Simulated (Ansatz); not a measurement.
BeS (zincblende) by several functionals

All numbers come from Ansatz. (Simulation; spin polarisation is off.)

BeS built on the zincblende prototype, relaxed with r2SCAN. The symmetry is F-43m (No. 216, cubic); a = 4.869 Å in the conventional setting, 14.43 Å³ an atom. Around Be lie 4 S at 2.11 Å; around S lie 4 Be at 2.11 Å.

On this one geometry the levels give:
```json
{"level": "PBE", "k mesh": "10×10×10", "gap (eV)": "3.14", "kind": "indirect", "edges": "Γ → X", "least direct gap (eV)": "5.62", "rough cost": "2.4 core-seconds"}
{"level": "r2SCAN", "k mesh": "10×10×10", "gap (eV)": "3.59", "kind": "indirect", "edges": "Γ → X", "least direct gap (eV)": "6.23", "rough cost": "5 core-seconds"}
{"level": "HSE06", "k mesh": "6×6×6", "gap (eV)": "4.09", "kind": "indirect", "edges": "Γ → X", "least direct gap (eV)": "6.80", "rough cost": "40 core-seconds"}
{"level": "PBE0", "k mesh": "6×6×6", "gap (eV)": "4.80", "kind": "indirect", "edges": "Γ → X", "least direct gap (eV)": "7.53", "rough cost": "40 core-seconds"}
{"level": "G0W0@PBE (86 empty bands, 120 eV, 6×6×6)", "k mesh": "6×6×6", "gap (eV)": "4.38", "kind": "–", "edges": "Γ → X (mesh)", "least direct gap (eV)": "–", "rough cost": "30 core-seconds"}
```
PBE: smearing of 0.02 eV; the others have fixed occupations.
Wave cutoffs: 420 eV, 500 eV (r2SCAN).
The G0W0 gap is PBE's gap over the path plus the quasiparticle shift read on the mesh. No extrapolation in bands, cutoff or mesh was made for G0W0.
Costs come from shared machines and give only the order; PBE's includes the band path. The runs had 2 threads of Arm Neoverse V1 (shared host).

The HSE06 gap is indirect, 4.09 eV (Γ to X), below the direct gap of 6.80 eV at K–Γ (0.90 of the way from K).

Taking G0W0@PBE (86 empty bands, 120 eV, 6×6×6), 4.38 eV, as the yardstick (a computed one, not at the basis limit), HSE06 comes nearest, -0.29 eV off. The others: PBE0 +0.42, r2SCAN -0.79, PBE -1.24 eV. The yardstick's own error is a tenth of an eV or more. r2SCAN covers 48 % of the step from PBE to HSE06. Among these functionals the gap stays indirect.

r2SCAN (ground state on 8×8×8): The electronic dielectric tensor ε∞ is 4.94 in all directions. Born charges, averaged over directions: Be +1.67, S -1.67 e.

The meshes of the hybrids are coarse, so their gaps aren't converged to the digits shown.
